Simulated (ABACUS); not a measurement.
# GaN (F-43m) in ABACUS: notebook

One crystal, GaN, is run at these levels: PBEsol; tasks: equation of state.

Everything below comes from runs of ABACUS 3.10.1. Logs are shortened: lines on timing, memory, paths and dates and some standing lists are left out, and cuts for length are marked.

**1. The structure**

Symmetry: F-43m, No. 216, cubic system. The conventional cell has a = 4.507 Å, b = 4.507 Å, c = 4.507 Å, α = 90.00°, β = 90.00°, γ = 90.00°. Around Ga (site symmetry -43m) lie 4 N at 1.95 Å. N (site symmetry -43m) is surrounded by 4 Ga at 1.95 Å.

The cell is a database's computed one.

**2. Equation of state, PBEsol, 10.76 Å³/atom (volume scaled by 0.94)**

File INPUT:

```
INPUT_PARAMETERS
suffix              GaN
calculation         scf
basis_type          pw
pseudo_dir          ./
symmetry            1
dft_functional      pbesol
ecutwfc             84
pseudo_rcut         7
nspin               1
nbands              13
ks_solver           dav
smearing_method     fd
smearing_sigma      0.00367493
scf_thr             1e-08
scf_nmax            100
mixing_type         broyden
mixing_beta         0.7
cal_force           1
cal_stress          1
kpar                4
```

File STRU:

```
ATOMIC_SPECIES
Ga 69.7230 Ga_ONCV_PBE-1.2.upf
N 14.0070 N_ONCV_PBE-1.2.upf

LATTICE_CONSTANT
5.8994858285

LATTICE_VECTORS
0.0000000000 0.7071067812 0.7071067812
0.7071067812 0.0000000000 0.7071067812
0.7071067812 0.7071067812 0.0000000000

ATOMIC_POSITIONS
Cartesian

Ga
0.0
1
0.0000000000 0.0000000000 0.0000000000 1 1 1

N
0.0
1
0.3535533906 0.3535533906 0.3535533906 1 1 1
```

File KPT:

```
K_POINTS
0
Gamma
7 7 7 0 0 0
```

Potentials or basis: SG15 ONCV 1.2 PBE, plane waves.

Launch:

```bash
$ OMP_NUM_THREADS=1 mpirun -np 4 abacus > log
```

running log:

```text
ABACUS v3.10.1

               Atomic-orbital Based Ab-initio Computation at UStc

 ------------------------------------------------------------------------------------

 READING GENERAL INFORMATION
                           global_out_dir = OUT.GaN/
                           global_in_card = INPUT
                               pseudo_dir = ./
                              orbital_dir =
                                    DSIZE = 4
                                    GSIZE = 1

 READING UNITCELL INFORMATION
                                    ntype = 2
                  lattice constant (Bohr) = 5.89949
              lattice constant (Angstrom) = 3.12187

 READING ATOM TYPE 1
                               atom label = Ga
                      L=0, number of zeta = 1
                      L=1, number of zeta = 1
                      L=2, number of zeta = 1
             number of atom for this type = 1

 READING ATOM TYPE 2
                               atom label = N
                      L=0, number of zeta = 1
                      L=1, number of zeta = 1
                      L=2, number of zeta = 1
             number of atom for this type = 1

                        TOTAL ATOM NUMBER = 2
CARTESIAN COORDINATES ( UNIT =       5.899485828500 Bohr ).
    atom                   x                   y                   z     mag                  vx                  vy                  vz
tauc_Ga1            0.0000000000        0.0000000000        0.0000000000  0.0000        0.0000000000        0.0000000000        0.0000000000
tauc_N1            0.3535533906        0.3535533906        0.3535533906  0.0000        0.0000000000        0.0000000000        0.0000000000

                          Volume (Bohr^3) = 145.187
                             Volume (A^3) = 21.5145

 Lattice vectors: (Cartesian coordinate: in unit of a_0)
                   +0           +0.707107           +0.707107
            +0.707107                  +0           +0.707107
            +0.707107           +0.707107                  +0
 Reciprocal vectors: (Cartesian coordinate: in unit of 2 pi/a_0)
            -0.707107           +0.707107           +0.707107
            +0.707107           -0.707107           +0.707107
            +0.707107           +0.707107           -0.707107
 The esolver type has been set to : ksdft_pw

                PAO radial cut off (Bohr) = 7

 Read in pseudopotential file is Ga_ONCV_PBE-1.2.upf
                     pseudopotential type = NC
          exchange-correlation functional = PBE
                 nonlocal core correction = 0
                        valence electrons = 13
                                     lmax = 2
                           number of zeta = 0
[... 5 lines left out ...]
                           L of projector = 2
                           L of projector = 2
 XC functional updated to : pbesol
          exchange-correlation functional = PBESOL
                PAO radial cut off (Bohr) = 7

 Read in pseudopotential file is N_ONCV_PBE-1.2.upf
                     pseudopotential type = NC
          exchange-correlation functional = PBE
                 nonlocal core correction = 0
                        valence electrons = 5
                                     lmax = 1
                           number of zeta = 0
                     number of projectors = 4
                           L of projector = 0
                           L of projector = 0
                           L of projector = 1
                           L of projector = 1
 XC functional updated to : pbesol
          exchange-correlation functional = PBESOL
     initial pseudo atomic orbital number = 0

 SETUP THE ELECTRONS NUMBER
            electron number of element Ga = 13
      total electron number of element Ga = 13
             electron number of element N = 5
       total electron number of element N = 5
            AUTOSET number of electrons:  = 18
                           occupied bands = 9
                                   NBANDS = 13
                                   NLOCAL = 18

%%%%%%%%%%%%%%%%%%%%%%%%%%%%%%%%%%%%%%%%%%%%%%%%%%%%%%%%%%%%%%%%%%%%%%%%%%%%%%%%%%%%%%%%%%%%%%%%%%%%%%%%%%
 Warning: the number of valence electrons in pseudopotential > 3 for Ga: [Ar] 3d10 4s2 4p1
 Pseudopotentials with additional electrons can yield (more) accurate outcomes, but may be less efficient.
 If you're confident that your chosen pseudopotential is appropriate, you can safely ignore this warning.
%%%%%%%%%%%%%%%%%%%%%%%%%%%%%%%%%%%%%%%%%%%%%%%%%%%%%%%%%%%%%%%%%%%%%%%%%%%%%%%%%%%%%%%%%%%%%%%%%%%%%%%%%%

 SETUP THE PLANE WAVE BASIS
 energy cutoff for charge/potential (unit:Ry) = 336
            fft grid for charge/potential = [ 36, 36, 36 ]
                        fft grid division = [ 1, 1, 1 ]
        big fft grid for charge/potential = [ 36, 36, 36 ]
                                     nbxx = 46656
                                     nrxx = 46656

[... 60 lines left out ...]
                                       S3 = 0
                                       S4 = 6
                                       S6 = 0
               POINT GROUP IN SPACE GROUP = T_d

 SETUP K-POINTS
                                    nspin = 1
                   Input type of k points = Monkhorst-Pack(Gamma)
                                   nkstot = 343
                       right hand lattice = 1
(for reciprocal lattice: )
                             BRAVAIS TYPE = 2
                     BRAVAIS LATTICE NAME = 02. Cubic I (body-centered)
                                    ibrav = 2
                       right hand lattice = 1
(for k-lattice: )
                             BRAVAIS TYPE = 2
                     BRAVAIS LATTICE NAME = 02. Cubic I (body-centered)
                                    ibrav = 2
                       right hand lattice = 1
                        ROTATION MATRICES = 48
                               nkstot_ibz = 20
K-POINTS REDUCTION ACCORDING TO SYMMETRY
     IBZ    DIRECT_X    DIRECT_Y    DIRECT_Z  WEIGHT  ibz2bz
       1  0.00000000  0.00000000  0.00000000  0.0029       0
       2  0.14285714  0.14285714  0.14285714  0.0233       1
       3  0.28571429  0.28571429  0.28571429  0.0233       2
       4  0.42857143  0.42857143  0.42857143  0.0233       3
       5  0.14285714  0.14285714  0.00000000  0.0175       8
       6  0.28571429  0.14285714  0.28571429  0.0700       9
[... 12 lines left out ...]
      19 -0.42857143  0.42857143  0.14285714  0.0700      74
      20 -0.28571429  0.42857143  0.28571429  0.0700      75

                               nkstot now = 20
[... K-POINTS DIRECT COORDINATES: 20 rows ...]

           k-point number in this process = 5
       minimum distributed K point number = 5
[... stars of the k points ...]

[... K-POINTS CARTESIAN COORDINATES: 5 rows ...]

[... K-POINTS DIRECT COORDINATES: 5 rows ...]

 SETUP PLANE WAVES FOR WAVE FUNCTIONS
     energy cutoff for wavefunc (unit:Ry) = 84
              fft grid for wave functions = [ 36, 36, 36 ]
                    number of plane waves = 2229
                         number of sticks = 223

 PARALLEL PW FOR WAVE FUNCTIONS
     PROC   COLUMNS(POT)             PW
        1            223           2229
 --------------- sum -------------------
        1            223           2229

 SETUP NONLOCAL PSEUDOPOTENTIALS IN PLANE WAVE BASIS
 Ga non-local projectors:
 projector 1 L=0
 projector 2 L=0
 projector 3 L=1
 projector 4 L=1
 projector 5 L=2
 projector 6 L=2
 N non-local projectors:
 projector 1 L=0
 projector 2 L=0
 projector 3 L=1
 projector 4 L=1
      TOTAL NUMBER OF NONLOCAL PROJECTORS = 26

 Init Non-Local PseudoPotential table :
 Init Non-Local-Pseudopotential done.

                                     npwx = 1917

 -------------------------------------------
 SELF-CONSISTENT
 -------------------------------------------
                                 init_chg = atomic

 PW ALGORITHM --------------- ION=   1  ELEC=   1--------------------------------

 Density error is 0.509900522763
                          Error Threshold = 0.01
----------------------------------------------------------
     Energy           Rydberg                 eV
----------------------------------------------------------
 E_KohnSham     -150.7068983701      -2050.4725457405
 E_Harris       -151.6303310269      -2063.0364915918
 E_Fermi        0.8212599714         11.1738151499
----------------------------------------------------------
[... 63 lines left out ...]
 Density error is 5.71131847252e-10
                          Error Threshold = 4.05168242695e-10
----------------------------------------------------------
     Energy           Rydberg                 eV
----------------------------------------------------------
 E_KohnSham     -150.9108379455      -2053.2472860137
 E_KS(sigma->0) -150.9108379455      -2053.2472860137
 E_Harris       -150.9108312675      -2053.2471951547
 E_band         2.1456884042         29.1935884291
 E_one_elec     -49.8319802525       -677.9988740570
 E_Hartree      40.9837460070        557.6124710804
 E_xc           -22.9568751946       -312.3443109215
 E_Ewald        -119.1057285055      -1620.5165721156
 E_entropy(-TS) -0.0000000000        -0.0000000000
 E_descf        0.0000000000         0.0000000000
 E_exx          0.0000000000         0.0000000000
 E_Fermi        0.9334600313         12.7003752815
----------------------------------------------------------

 charge density convergence is achieved
 final etot is -2053.247286 eV
 EFERMI = 12.700375282 eV

 STATE ENERGY(eV) AND OCCUPATIONS    NSPIN == 1
 1/5 kpoint (Cartesian) = 0.0000 0.0000 0.0000 (1917 pws)
       1       -4.87543     0.00583090
       2       -1.79071     0.00583090
       3       -1.79071     0.00583090
       4       -1.79071     0.00583090
       5       -1.39319     0.00583090
       6       -1.39319     0.00583090
       7        11.6453     0.00583090
       8        11.6453     0.00583090
       9        11.6453     0.00583090
      10        13.6998    1.21514e-11
      11        22.2408    7.92296e-86
      12        22.2408    7.92296e-86
      13        22.2408    7.92296e-86
[... 47 lines left out ...]
       1       -4.54355      0.0349854
       2       -1.73444      0.0349854
       3       -1.72839      0.0349854
       4       -1.72839      0.0349854
       5       -1.41437      0.0349854
       6       -1.37581      0.0349854
       7        9.90377      0.0349854
       8        10.9778      0.0349854
       9        10.9778      0.0349854
      10        15.4398    5.61400e-26
      11        20.7425    4.90283e-72
      12        22.9262        0.00000
      13        22.9262        0.00000

------------------------------------------------------------------------------------------
 TOTAL-FORCE (eV/Angstrom)
------------------------------------------------------------------------------------------
                       Ga1         0.0000000000         0.0000000000         0.0000000000
                        N1         0.0000000000         0.0000000000         0.0000000000
------------------------------------------------------------------------------------------

----------------------------------------------------------------
 TOTAL-STRESS (KBAR)
----------------------------------------------------------------
       134.6712661167         0.0000000000         0.0000000000
         0.0000000000       134.6712661167        -0.0000000000
         0.0000000000        -0.0000000000       134.6712661167
----------------------------------------------------------------
 TOTAL-PRESSURE: 134.671266 KBAR

 --------------------------------------------
 !FINAL_ETOT_IS -2053.2472860136745112 eV
 --------------------------------------------
```

Wall time 2.2 s (4 MPI ranks of Intel Xeon 6975P-C (Granite Rapids), shared host); peak memory 0.24 GiB.

What came out:

```yaml
Free_energy: -2053.2473 eV
Pressure: 13.5 GPa
Band_gap_on_the_k_mesh: 2.05 eV, direct
```

Caveat: the potentials were made for another functional, which shifts forces and pressure.

**3. Equation of state, PBEsol, 11.21 Å³/atom (volume scaled by 0.98)**

INPUT is that of step 2.

STRU: that of step 2 with these lines changed.

```diff
@@ -5,3 +5,3 @@
 LATTICE_CONSTANT
-5.8994858285
+5.9820068074
```

KPT is that of step 2.

Potentials or basis: SG15 ONCV 1.2 PBE, plane waves.

Launch:

```bash
$ OMP_NUM_THREADS=1 mpirun -np 4 abacus > log
```

It took 2.2 s on 4 MPI ranks of Intel Xeon 6975P-C (Granite Rapids), shared host; peak memory 0.28 GiB.

It converged, with:

| Property | Result |
| --- | --- |
| Free energy | -2053.2971 eV |
| Pressure | 4.2 GPa |
| Band gap on the k mesh | 1.78 eV, direct |

Caveat: the potentials were made for another functional, which shifts forces and pressure.

**4. Equation of state, PBEsol, 11.67 Å³/atom (volume scaled by 1.02)**

INPUT is that of step 3.

STRU: that of step 3 with these lines changed.

```diff
@@ -5,3 +5,3 @@
 LATTICE_CONSTANT
-5.9820068074
+6.0623117833
```

KPT is that of step 3.

Launch:

```bash
$ OMP_NUM_THREADS=1 mpirun -np 4 abacus > log
```

Wall time 2.3 s (4 MPI ranks of Intel Xeon 6975P-C (Granite Rapids), shared host); peak memory 0.28 GiB.

The run converged. Its results:

| Item | Value |
| --- | --- |
| Free energy | -2053.2990 eV |
| Pressure | -3.3 GPa |
| Band gap on the k mesh | 1.53 eV, direct |

Caveat: the potentials were made for another functional, which shifts forces and pressure.

**5. Equation of state, PBEsol, 12.13 Å³/atom (volume scaled by 1.06)**

INPUT is that of step 4.

STRU: that of step 4 with these lines changed.

```diff
@@ -5,3 +5,3 @@
 LATTICE_CONSTANT
-6.0623117833
+6.1405437897
```

KPT is that of step 4.

Launch:

```bash
$ OMP_NUM_THREADS=1 mpirun -np 4 abacus > log
```

Wall time 2 s (4 MPI ranks of Intel Xeon 6975P-C (Granite Rapids), shared host); peak memory 0.24 GiB.

It converged, with:

```yaml
Free_energy: -2053.2624 eV
Pressure: -9.4 GPa
Band_gap_on_the_k_mesh: 1.28 eV, direct
```

Caveat: the potentials were made for another functional, which shifts forces and pressure.

**6. Equation of state, PBEsol**

Potentials or basis: SG15 ONCV 1.2 PBE, plane waves.

This step only gathers the single runs of the series.

Results:

```
Equilibrium volume                      : 11.46 Å³/atom
Bulk modulus                            : 186 GPa
Pressure derivative of the bulk modulus : 4.4 (rough: it moves with the points fitted)
```

Energy against volume, from the lowest point:
| volume (Å³/atom) | energy (meV/atom) |
| --- | --- |
| 10.757 | 25.88 |
| 11.215 | 0.98 |
| 11.673 | 0.00 |
| 12.131 | 18.30 |

Caveat: the potentials were made for another functional, which shifts forces and pressure.
